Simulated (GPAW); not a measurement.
TiO2:

```xyz
6
Lattice="2.7060 -2.7067 0.0000 2.7060 2.7067 0.0000 -2.6335 0.0000 4.7966" Properties=species:S:1:pos:R:3 pbc="T T T"
Ti    0.7309   -1.9807    3.5975
Ti    2.0477    1.9807    1.1992
O     0.6963    0.6563    0.8018
O     2.0823   -0.6563    3.9949
O     3.3990    0.6563    1.5966
O    -0.6205   -0.6563    3.2001
```

The cell is a database's computed one.

Base run:

| Quantity | Value |
| --- | --- |
| Program | GPAW 26.7.0 |
| Functional | PBE |
| Potentials or basis | GPAW PAW data sets (gpaw-data 1.2.1) |
| Cutoff | 800 eV |
| Basis | pw |
| k mesh | 5 × 5 × 4 |
| Occupations | fermi-dirac, width 0.05 eV |
| Spin | no spin polarisation |

Its results: band gap on the k mesh 2.06 eV, indirect (least direct gap 2.41 eV); pressure -0.7 GPa; largest force 0.102 eV/Å.

Task: After a change of settings the same cell gave: band gap on the k mesh 1.96 eV, indirect (least direct gap 2.31 eV); pressure -12.0 GPa; largest force 0.319 eV/Å. Which change was it?
A. k mesh from 5 × 5 × 4 to 8 × 8 × 6
B. functional from PBE to PBEsol; potentials or basis from GPAW PAW data sets (gpaw-data 1.2.1) to PAW data sets generated in the run's folder for this functional
C. functional from PBE to LDA; potentials or basis from GPAW PAW data sets (gpaw-data 1.2.1) to the program's PAW data sets (release 1.2.1) made for this functional

Result: C.
